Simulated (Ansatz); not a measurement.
## Nb2NOS MXene bilayer (AA) in a perpendicular field

Wanted: the out-of-plane response of the Nb2NOS MXene bilayer (AA). A positive field points along +c.

Program: Ansatz 0.2.0. Level of theory: plane-wave DFT, r2SCAN-D4, Ansatz PAW. Results are calculated unless marked as measured.

This is a report of a sequence of runs, with most program output left out.

## 1. Set-up

The cell holds 10 atoms: 2 S, 4 Nb, 2 N and 2 O. Its edges and angles: a = 3.079 Å, b = 3.079 Å, c = 58.567 Å, α = 90.0°, β = 90.0°, γ = 120.0°. Regions: layer 1: Nb2NOS MXene, 5 atoms (1 S, 2 Nb, 1 N and 1 O); layer 2: Nb2NOS MXene, 5 atoms (1 S, 2 Nb, 1 N and 1 O). Vacuum lies along c.

## 2. Relaxing the slab

The starting cell is a guess, so the in-plane lattice and the atoms are relaxed first, with the slab cut off from its images along the normal.

input.yaml

```yaml
crystal:
  lattice:
    - [3.079076, 0.0, 0.0]
    - [-1.539538, 2.6665580362, 0.0]
    - [0.0, 0.0, 58.567143025]
  atoms:
    - { symbol: S, position: [0.3333333333, 0.6666666667, 0.3824670087] }
    - { symbol: Nb, position: [0.6666666667, 0.3333333333, 0.4131080517], spin: 1.0 }
    - { symbol: "N", position: [0.0, 0.0, 0.4338521292] }
    - { symbol: Nb, position: [0.3333333333, 0.6666666667, 0.4545962067], spin: 1.0 }
    - { symbol: O, position: [0.6666666667, 0.3333333333, 0.4748152305] }
    - { symbol: S, position: [0.3333333333, 0.6666666667, 0.5251847695] }
    - { symbol: Nb, position: [0.6666666667, 0.3333333333, 0.5558258125], spin: -1.0 }
    - { symbol: "N", position: [0.0, 0.0, 0.5765698901] }
    - { symbol: Nb, position: [0.3333333333, 0.6666666667, 0.5973139676], spin: -1.0 }
    - { symbol: O, position: [0.6666666667, 0.3333333333, 0.6175329913] }
  periodic: [true, true, false]
magnetization:
  spin_polarized: true
kpoints:
  mp_grid: { grid: [12, 12, 1] }
hamiltonian:
  xc: r2scan
  dispersion: d4
scf:
  occupations: { method: fermi_dirac, width: 0.05 }
  convergence: { dr2_threshold: 1.0e-09 }
relax:
  f_tol: 0.004
  max_steps: 90
  cell: {}
output:
  write_potential: true
  write_density: true
  volumetric_format: npy
```

Run with:

```sh
ansatz run input.yaml --threads 4 --pin off --max-ram 12288MiB --backend cpu --events-out ev --progress --plain --runs-dir out
```

Wall time 11 min (4 threads of Intel Xeon Platinum 8259CL at 2.50GHz (Skylake/Cascade Lake), shared host); peak memory 2.6 GiB.

The steps of the relaxation:

| step | energy less that of the first step (eV) | largest force component (eV/Å) | volume (Å³) |
| --- | --- | --- | --- |
| 1 | 0.0000 | 1.9319 | 480.87 |
| 2 | -0.9507 | 0.5389 | 511.52 |
| 3 | -1.0059 | 0.2101 | 518.88 |
| 4 | -1.0160 | 0.1520 | 520.73 |
| 5 | -1.0194 | 0.0379 | 519.44 |
| 6 | -1.0196 | 0.0150 | 519.15 |
| 7 | -1.0196 | 0.0008 | 519.09 |
| 8* | -1.0248 | 0.0009 | 519.09 |

Relaxation steps marked * repeat the geometry before them on a plane-wave basis chosen anew for their cell, so energy and pressure can jump there.

Forces are held to the 6 operations that the run works with; a distortion that breaks them can't arise in this run.

| cell as run | before | after | change |
| --- | --- | --- | --- |
| a (Å) | 3.079 | 3.199 | +3.9 % |
| b (Å) | 3.079 | 3.199 | +3.9 % |

The atoms that moved most (Å, along periodic axes as changes of fractional coordinates times the final cell, across vacuum about the mean position):

| atom | dx | dy | dz | length |
| --- | --- | --- | --- | --- |
| O10 | 0.000 | 0.000 | -0.480 | 0.480 |
| S1 | 0.000 | 0.000 | 0.459 | 0.459 |
| Nb9 | 0.000 | 0.000 | -0.314 | 0.314 |
| N3 | 0.000 | 0.000 | 0.312 | 0.312 |
| Nb2 | 0.000 | 0.000 | 0.286 | 0.286 |
| Nb7 | 0.000 | 0.000 | -0.239 | 0.239 |
| Nb4 | 0.000 | 0.000 | 0.214 | 0.214 |
| N8 | 0.000 | 0.000 | -0.213 | 0.213 |

Final coordinates:

```cif
data_structure
_symmetry_space_group_name_H-M 'P 1'
_symmetry_Int_Tables_number 1
_cell_length_a 3.1991
_cell_length_b 3.1991
_cell_length_c 58.5671
_cell_angle_alpha 90.000
_cell_angle_beta 90.000
_cell_angle_gamma 120.000
_cell_volume 519.09
loop_
_atom_site_label
_atom_site_type_symbol
_atom_site_fract_x
_atom_site_fract_y
_atom_site_fract_z
_atom_site_occupancy
S1 S 0.33333 0.66667 0.39030 1
Nb2 Nb 0.66667 0.33333 0.41799 1
N3 N 0.00000 0.00000 0.43918 1
Nb4 Nb 0.33333 0.66667 0.45824 1
O5 O 0.66667 0.33333 0.47548 1
S6 S 0.33333 0.66667 0.52409 1
Nb7 Nb 0.66667 0.33333 0.55175 1
N8 N 0.00000 0.00000 0.57293 1
Nb9 Nb 0.33333 0.66667 0.59196 1
O10 O 0.66667 0.33333 0.60935 1
```

This step gave:

```
energy at zero smearing : -21984.4776 eV
```

The lattice constant a goes from 3.079 to 3.199 Å.

## 3. Atoms held, field 0

A sawtooth potential applies the field, turning back in the middle of the vacuum. With the dipole correction the typed value is the field outside the slab. The induced dipole is small, so the SCF threshold is tight.

The cell differs from the one that the last finished run ended in (c 58.567 → 30.829 Å).

input.yaml

```yaml
crystal:
  lattice:
    - [3.1991190948, 0.0, 0.0]
    - [-1.5995595474, 2.7705184058, 0.0]
    - [0.0, 0.0, 30.8287817159]
  atoms:
    - { symbol: S, position: [0.3333333333, 0.6666666667, 0.2919349873] }
    - { symbol: Nb, position: [0.6666666667, 0.3333333333, 0.3445362726] }
    - { symbol: "N", position: [0.0, 0.0, 0.3848016745] }
    - { symbol: Nb, position: [0.3333333333, 0.6666666667, 0.4210107452] }
    - { symbol: O, position: [0.6666666667, 0.3333333333, 0.4537595118] }
    - { symbol: S, position: [0.3333333333, 0.6666666667, 0.5460984203] }
    - { symbol: Nb, position: [0.6666666667, 0.3333333333, 0.598641517] }
    - { symbol: "N", position: [0.0, 0.0, 0.6388820916] }
    - { symbol: Nb, position: [0.3333333333, 0.6666666667, 0.6750296888] }
    - { symbol: O, position: [0.6666666667, 0.3333333333, 0.7080650127] }
kpoints:
  mp_grid: { grid: [18, 18, 1] }
  band_path:
    path: [[0, 0, 0], [0.5, 0, 0], [0.33333333, 0.33333333, 0], [0, 0, 0]]
    npoints: 16
hamiltonian:
  xc: r2scan
  dispersion: d4
scf:
  occupations: { method: fermi_dirac, width: 0.05 }
  convergence: { dr2_threshold: 1.0e-10 }
efield:
  axis: 3
  dipole_correction: true
  ramp_position: 0.97
  ramp_width: 0.06
  amplitude: 0
output:
  dos: { projected: true, e_range: [-6, 5] }
  bader: true
  write_potential: true
  write_density: true
  volumetric_format: npy
  elf: true
```

It took 81 s on 4 threads; peak memory 1.6 GiB; 5.3 min of CPU time.

This step gave:

```
energy at zero smearing        : -21984.4739 eV
work function, upper face      : 5.432 eV
work function, lower face      : 5.558 eV
dipole along the normal        : 0.006206 e·Å
step between the vacuum levels : -0.1267 eV
```

Running mean over a fixed 2.6 Å (it still follows the layers) of the planar mean; the ramp of the sawtooth is left out. Electron's electrostatic potential energy less the Fermi level against z:

z (Å), electron's electrostatic potential energy less the Fermi level (eV) and a bar from the least value:
```
      3.5        5.6 ##############################
      4.0        5.6 ##############################
      4.5        5.6 ##############################
      5.0        5.6 ##############################
      5.5        5.6 ##############################
      6.0        5.5 ##############################
      6.5        5.4 ##############################
      7.0        4.9 #############################
      7.5        3.0 ##########################
      8.0        0.5 #######################
      8.5       -1.9 ###################
      9.0       -5.0 ##############
      9.5       -9.4 ########
     10.0      -11.8 ####
     10.5      -12.3 ####
     11.0      -13.1 ##
     11.5      -14.4 
     12.0      -14.7 
     12.5      -14.2 #
     13.0      -13.7 ##
     13.5      -11.3 #####
     14.0       -7.6 ##########
     14.5       -2.9 ##################
     15.0        0.3 ######################
     15.5        0.9 #######################
     16.0       -0.5 #####################
     16.5       -2.8 ##################
     17.0       -6.5 ############
     17.5      -10.6 ######
     18.0      -12.0 ####
     18.5      -12.5 ###
     19.0      -13.6 ##
     19.5      -14.7 
     20.0      -14.5 
     20.5      -14.1 #
     21.0      -13.1 ##
     21.5      -10.2 #######
     22.0       -6.0 #############
     22.5       -1.2 ####################
     23.0        2.4 #########################
     23.5        4.6 #############################
     24.0        5.3 ##############################
     24.5        5.4 ##############################
     25.0        5.4 ##############################
     25.5        5.4 ##############################
     26.0        5.4 ##############################
     26.5        5.4 ##############################
     27.0        5.4 ##############################
     27.5        5.4 ##############################
```

The density of states has structure finer than the step of the table below, so its rows give means over 0.2 eV, whole bins alone (the curve runs from -6 to 1.99 eV). Peaks (eV: height): -5.86: 9.78, -5.37: 18.6, -5.17: 12.3, -4.98: 25.0, -4.62: 13.3, 1.20: 16.1, 1.80: 11.7.

Density of states against energy, zero at the Fermi level; means over each step:

| energy (eV) | density of states (states/eV a cell) |
| --- | --- |
| -5.8 | 6.42 |
| -5.6 | 1.06 |
| -5.4 | 9.78 |
| -5.2 | 8.22 |
| -5.0 | 15.8 |
| -4.8 | 7.00 |
| -4.6 | 9.75 |
| -4.4 | 4.30 |
| -4.2 | 3.22 |
| -4.0 | 4.89 |
| -3.8 | 3.09 |
| -3.6 | 4.20 |
| -3.4 | 6.03 |
| -3.2 | 4.77 |
| -3.0 | 3.66 |
| -2.8 | 3.79 |
| -2.6 | 4.16 |
| -2.4 | 4.78 |
| -2.2 | 3.47 |
| -2.0 | 2.98 |
| -1.8 | 2.75 |
| -1.6 | 2.68 |
| -1.4 | 3.00 |
| -1.2 | 3.99 |
| -1.0 | 3.03 |
| -0.8 | 2.16 |
| -0.6 | 3.04 |
| -0.4 | 3.09 |
| -0.2 | 2.72 |
| 0.0 | 2.82 |
| 0.2 | 3.30 |
| 0.4 | 2.89 |
| 0.6 | 2.88 |
| 0.8 | 4.10 |
| 1.0 | 7.10 |
| 1.2 | 12.1 |
| 1.4 | 8.94 |
| 1.6 | 5.52 |
| 1.8 | 6.62 |

Projected DOS per atom over height of the atomic layer and energy from the Fermi level. Layers: S Nb N Nb O S Nb N Nb O from below.

Values in states/eV, 22 rows by 10 columns, each cell a mean:
```
0.14 1.03 0.31 1.23 0.16 0.14 1.02 0.30 1.22 0.16
0.12 0.98 0.42 2.19 0.21 0.12 0.98 0.42 2.17 0.21
0.18 1.32 0.35 2.68 0.16 0.18 1.32 0.35 2.67 0.16
0.08 0.53 0.16 0.97 0.10 0.08 0.54 0.16 0.98 0.10
0.12 0.50 0.12 0.69 0.10 0.11 0.49 0.11 0.67 0.10
0.15 0.52 0.10 0.55 0.11 0.14 0.53 0.10 0.56 0.11
0.22 0.50 0.10 0.52 0.12 0.21 0.50 0.10 0.51 0.12
0.22 0.32 0.11 0.46 0.11 0.22 0.33 0.11 0.46 0.11
0.32 0.61 0.11 0.57 0.15 0.32 0.60 0.11 0.56 0.15
0.33 0.50 0.08 0.37 0.17 0.32 0.50 0.08 0.38 0.17
0.41 0.47 0.07 0.25 0.17 0.40 0.46 0.07 0.25 0.17
0.85 0.61 0.08 0.16 0.10 0.77 0.59 0.08 0.16 0.11
1.33 0.58 0.11 0.07 0.07 1.32 0.60 0.11 0.07 0.07
1.20 0.37 0.12 0.05 0.10 1.21 0.39 0.12 0.04 0.08
1.45 0.41 0.30 0.08 0.40 1.49 0.42 0.30 0.07 0.35
0.99 0.42 0.18 0.07 0.33 1.00 0.43 0.17 0.06 0.27
0.89 0.44 0.16 0.10 0.47 0.85 0.45 0.14 0.06 0.35
0.43 0.33 0.26 0.14 0.87 0.39 0.37 0.38 0.18 1.41
0.78 0.64 0.53 0.29 1.96 0.68 0.57 0.50 0.34 2.01
0.96 0.77 0.64 0.67 3.05 0.84 0.68 0.56 0.73 3.24
1.09 0.60 0.23 0.30 0.94 1.24 0.61 0.19 0.20 0.48
0.29 0.46 0.48 0.44 0.90 0.40 0.57 0.58 0.67 1.31
```
Columns: height of the atomic layer (Å) from 9 to 21.8 (not evenly spaced); rows upwards: energy from the Fermi level (eV) from -5.96 to 1.96.

The electronic bands at the labelled points (eV, zero at the Fermi level):

| point | band 39 | band 40 | band 41 | band 42 | band 43 | band 44 | band 45 | band 46 |
| --- | --- | --- | --- | --- | --- | --- | --- | --- |
| Γ | -1.56 | -1.56 | -1.22 | -1.22 | -1.20 | -1.20 | -0.51 | -0.46 |
| halfway | -2.30 | -2.27 | -1.87 | -1.72 | 0.18 | 0.21 | 0.52 | 0.61 |
| M | -2.37 | -2.33 | -2.32 | -2.20 | 0.89 | 0.97 | 1.30 | 1.31 |
| halfway | -3.18 | -3.11 | -1.32 | -1.22 | 0.71 | 0.74 | 0.99 | 1.04 |
| K | -3.76 | -3.73 | -0.50 | -0.32 | 0.20 | 0.23 | 0.63 | 0.67 |
| halfway | -2.66 | -2.61 | -1.01 | -0.90 | -0.73 | -0.65 | 1.21 | 1.23 |
| Γ | -1.56 | -1.56 | -1.22 | -1.22 | -1.20 | -1.20 | -0.51 | -0.46 |

ELF in the ca plane at fractional y = 0.333, with atoms of Nb and O within 0.2 Å of it. It is the smooth field of the valence electrons, not physical close to the nuclei.

Values, 5 rows by 16 columns, each cell a mean:
```
0.11 0.37 0.36 0.61 0.25 0.17 0.66 0.55 0.09 0.39 0.39 0.58 0.23 0.20 0.70 0.58
0.01 0.09 0.43 0.53 0.32 0.27 0.62 0.72 0.03 0.10 0.50 0.54 0.25 0.34 0.62 0.73
0.12 0.37 0.37 0.61 0.25 0.18 0.65 0.55 0.10 0.38 0.40 0.58 0.23 0.21 0.69 0.59
0.46 0.75 0.53 0.20 0.43 0.24 0.20 0.11 0.37 0.75 0.47 0.22 0.42 0.24 0.20 0.13
0.48 0.76 0.54 0.19 0.45 0.23 0.17 0.10 0.38 0.76 0.47 0.21 0.44 0.23 0.17 0.11
```
Columns run along c (16.0 Å, from fractional 0.24 to 0.76 of the cell), rows up along a (3.2 Å). Atoms in or near the plane, at fractional coordinates: Nb at (0.34, 0.67), O at (0.45, 0.67), Nb at (0.60, 0.67), O at (0.71, 0.67).

Electrostatic potential energy in the ca plane at fractional y = 0.333, with atoms of Nb and O within 0.2 Å of it. With pseudopotentials it is smooth inside the atoms' cores, unlike the true potential.

Ten even steps from '0' (-66 eV) to '9' (10 eV), each cell a mean:
```
99999999999875457888888889999999986446888888
99999999999851004789986348999999862002689997
99999999999840003789984237999999861001689996
99999999999851014789986458999999873003789988
99999999999886557888888899999999987557888888
99999999988888888888777899999988888888888767
99999999988899999887667899999988899999988667
99999999988888888888778899999998888888888777
```
Columns run along c (16.0 Å, from fractional 0.18 to 0.70 of the cell; values clipped at the 3rd and 97th percentile), rows up along a (3.2 Å). Atoms in or near the plane, at fractional coordinates: Nb at (0.34, 0.67), O at (0.45, 0.67), Nb at (0.60, 0.67).

Valence density in the ca plane at fractional y = 0.333, with atoms of Nb and O within 0.2 Å of it. It is the smooth field of the valence electrons, not physical close to the nuclei.

Ten steps, logarithmic in the rise over the least value, from '0' (0.0 e/Å³) to '9' (6.8 e/Å³), each cell a mean:
```
64333345553101223346765433334554200000000000
86322357985210122358997432246886310000000000
97422358996310112369998532247997410000000000
86322357875200122358987432246886310000000000
54333345543101233345664333334553100000000000
34444543321011344443333444454321000000000000
34445553210012344443333444554211000000000000
34444443321001344443333444444321000000000000
```
Columns run along c (16.0 Å, from fractional 0.36 to 0.88 of the cell), rows up along a (3.2 Å). Atoms in or near the plane, at fractional coordinates: O at (0.45, 0.67), Nb at (0.60, 0.67), O at (0.71, 0.67).

The work function of the upper face is 5.43 eV.

## 4. Atoms held, field 0.05 V/Å

Changes to input.yaml since step 3:

```diff
@@ -32,6 +32,4 @@
   ramp_width: 0.06
-  amplitude: 0
+  amplitude: 0.05
 output:
-  dos: { projected: true, e_range: [-6, 5] }
-  bader: true
   write_potential: true
@@ -39,2 +37 @@
   volumetric_format: npy
-  elf: true
```

It took 49 s on 4 threads; peak memory 1.6 GiB.

The dipole is 0.0411 e·Å, 0.0348 e·Å from its value without field.

## 5. Atoms held, field -0.05 V/Å

Changes to input.yaml since step 4:

```diff
@@ -32,3 +32,3 @@
   ramp_width: 0.06
-  amplitude: 0.05
+  amplitude: -0.05
 output:
```

Elapsed: 50 s, on 4 threads; peak memory 1.6 GiB; 3.2 min of CPU time.

The dipole is -0.0286 e·Å, -0.0349 e·Å from its value without field.

## 6. Atoms held, field 0.1 V/Å

Changes to input.yaml since step 5:

```diff
@@ -30,5 +30,5 @@
   dipole_correction: true
-  ramp_position: 0.97
-  ramp_width: 0.06
-  amplitude: -0.05
+  ramp_position: 0.9468
+  ramp_width: 0.0937
+  amplitude: 0.1
 output:
```

The job ended after 50 s (4 threads; peak memory 1.5 GiB; 3.2 min of CPU time).

The dipole is 0.0759 e·Å, 0.0697 e·Å from its value without field.

## 7. Single point, field 0.2 V/Å

Changes to input.yaml since step 6:

```diff
@@ -32,3 +32,3 @@
   ramp_width: 0.0937
-  amplitude: 0.1
+  amplitude: 0.2
 output:
```

It took 50 s on 4 threads; peak memory 1.6 GiB.

The dipole is 0.146 e·Å, 0.139 e·Å from its value without field.

## 8. Atoms held, field 0.3 V/Å

Changes to input.yaml since step 7:

```diff
@@ -30,6 +30,8 @@
   dipole_correction: true
-  ramp_position: 0.9468
-  ramp_width: 0.0937
-  amplitude: 0.2
+  ramp_position: 0.9445
+  ramp_width: 0.0984
+  amplitude: 0.3
 output:
+  dos: { projected: true, e_range: [-6, 5] }
+  bader: true
   write_potential: true
@@ -37 +39,2 @@
   volumetric_format: npy
+  elf: true
```

The job ended after 77 s (4 threads; peak memory 1.6 GiB; 5 min of CPU time).

The dipole is 0.215 e·Å, 0.209 e·Å from its value without field.

## 9. Response, atoms held

This step: plane-wave DFT, r2SCAN-D4, Ansatz PAW; response to a field along the normal, atoms held (Ansatz 0.2.0).

The dipoles give the slope, and the difference of two potentials shows where the field is screened.

This step gave:

```yaml
equivalent_conductor_thickness_p_eps_0ae: 14.23 Å
distance_between_the_outer_atoms: 12.83 Å
```

Table of dipole of the cell by applied field:

| applied field (V/Å) | dipole of the cell (e·Å) |
| --- | --- |
| -0.050 | -0.0286 |
| 0.000 | 0.00621 |
| 0.050 | 0.0411 |
| 0.100 | 0.0759 |
| 0.200 | 0.146 |
| 0.300 | 0.215 |

(Continued in part 2 of 2.)

[Logs are printed without paths, hosts, clocks, repeated set-up lines and the standing remarks that a program may print on its own settings, such as how far it seeks lower states.]

[Hosts, paths, dates, database ids (printed as entryN), source tags and the programs' standing remarks are cut or masked in the printed files.]

[Maps of the electrostatic potential energy from Ansatz leave out the sawtooth potential of an applied field or a dipole correction, so their vacuum need not be flat; planar profiles and work functions include it.]

[The density of states shown here was stored with 400 of the rows of the run's finer table, so its peaks can read low, often by over a quarter, or be missed, and its means over a window can be off by a tenth or more.]
